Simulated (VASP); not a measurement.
Wanted: the native input for a VASP 6.6.1 run.

```
Task                   : dielectric tensor
Functional             : PBE
Potentials or basis    : VASP PAW PBE potentials, release 64 (Ga_d, Se)
Cutoff                 : 520 eV
k mesh                 : 12 × 12 × 3
Occupations            : gaussian, width 0.03 eV
Spin                   : no spin polarisation
Monkhorst-Pack mesh    : no
Further INCAR settings : ALGO = Normal; EDIFF = 1e-08
```

The structure of GaSe lies in POSCAR:

```
GaSe                                    
1.0
    3.7709714895     -0.0000000000      0.0000000000
   -1.8854857447      3.2657571068     -0.0000000000
    0.0000000000      0.0000000000     15.9666906441
  Ga              Se            
     4     4
Direct
     0.3333333332999970    0.6666666667000030    0.1734622962948735
     0.6666666667000030    0.3333333332999970    0.6734622962948734
     0.3333333332999970    0.6666666667000030    0.3265377037051265
     0.6666666667000030    0.3333333332999970    0.8265377037051266
     0.3333333332999970    0.6666666667000030    0.5995067271578944
     0.6666666667000030    0.3333333332999970    0.0995067271578945
     0.3333333332999970    0.6666666667000030    0.9004932728421056
     0.6666666667000030    0.3333333332999970    0.4004932728421055
```

The input as run:

INCAR

```
  PREC = Accurate
  ENCUT = 520
  EDIFF = 1E-8
  ISMEAR = 0
  SIGMA = 0.03
  LREAL = False
  LASPH = True
  NELM = 80
  ALGO = Normal
  ISIF = 2
  LWAVE = False
  LCHARG = False
  GGA = PE
  LEPSILON = True
  KPAR = 4
```

KPOINTS

```
regular mesh
0
Gamma
  12 12 3
```

Potentials or basis: VASP PAW PBE potentials, release 64 (Ga_d, Se).

Launch:

```bash
$ cat potpaw_PBE.64/Ga_d/POTCAR potpaw_PBE.64/Se/POTCAR > POTCAR
$ mpirun -np 4 vasp_std > vasp.out
```

It gave:

- Band gap on the k mesh: 0.85 eV, direct
- Electronic dielectric tensor (diagonal): 8.32, 8.32, 7.15
- Born charges (mean of the diagonal): Ga +1.79; Se -1.79 e

Caveat: an odd mesh through Γ misses points on the zone boundary, where band edges often lie.

Wall time 26 min on 4 MPI ranks on Intel(R) Xeon(R) Platinum 8375C CPU @ 2.90GHz (Ice Lake), with other jobs on the host, peak memory 1.6 GiB a rank.
